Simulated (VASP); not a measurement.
## From an Ansatz input to VASP: GaAs (strained measured structure)

Ansatz input

```yaml
crystal:
  lattice:
    - [0.0, 2.9866362999, 2.833083191]
    - [2.9866362999, 0.0, 2.833083191]
    - [2.9866362999, 2.9866362999, 0.0]
  atoms:
    - { symbol: Ga, position: [0.0, 0.0, 0.0] }
    - { symbol: As, position: [0.25, 0.25, 0.25] }
kpoints:
  mp_grid: { grid: [8, 8, 8] }
  band_path:
    path:
      - [0.0, 0.0, 0.0]
      - [-0.5, -0.5, 0.0]
      - [-0.375, -0.375, 0.25]
      - [-0.375, 0.0, 0.375]
      - [0.0, 0.0, 0.5]
      - [-0.5, -0.25, 0.25]
      - [-0.020182, 0.0, -0.020182]
    npoints: 1
hamiltonian:
  xc: pbe
scf:
  occupations: { method: fermi_dirac, width: 0.02 }
  n_extra_bands: 4
output:
  forces: true
  stress: true
  eigenvalues: true
  write_density: true
  write_potential: true
  elf: true
  volumetric_format: npy
```

Q: Which VASP files do the same job?

A: 

INCAR

```
NELM = 120
IBRION = -1
LWAVE = .FALSE.
GGA = PE
LREAL = .FALSE.
SIGMA = 0.02
LCHARG = .FALSE.
ISIF = 2
PREC = Accurate
LASPH = .TRUE.
EDIFF = 1E-7
NBANDS = 16
ENCUT = 520
NSW = 0
ISMEAR = -1
```

KPOINTS

```
KPOINTS created by Atomic Simulation Environment
0
Gamma
8 8 8
0 0 0
```

KPOINTS_OPT

```
special points
7
Reciprocal
0.0000000000 0.0000000000 0.0000000000 1
-0.5000000000 -0.5000000000 0.0000000000 1
-0.3750000000 -0.3750000000 0.2500000000 1
-0.3750000000 0.0000000000 0.3750000000 1
0.0000000000 0.0000000000 0.5000000000 1
-0.5000000000 -0.2500000000 0.2500000000 1
-0.0201820000 0.0000000000 -0.0201820000 1
```

POSCAR

```
Ga As
 1.0000000000000000
     0.0000000000000000    2.9866362998999998    2.8330831910000001
     2.9866362998999998    0.0000000000000000    2.8330831910000001
     2.9866362998999998    2.9866362998999998    0.0000000000000000
 Ga  As
   1   1
Cartesian
  0.0000000000000000  0.0000000000000000  0.0000000000000000
  1.4933181499499997  1.4933181499499997  1.4165415955000000
```

VASP ran with the recommended PBE PAW datasets (18 valence electrons in the cell). Other inputs would serve too.

|  | Ansatz | VASP |
| --- | --- | --- |
| gap between bands v and c | 0.00 eV | 0.00 eV |
| least direct gap | 0.00 eV | 0.00 eV |
| pressure | -3.3 GPa | -3.2 GPa |

Datasets and cutoffs are each program's own. VASP's cell holds 18 valence electrons and Ansatz's 28. Ansatz's stress includes a Pulay correction; VASP's doesn't.
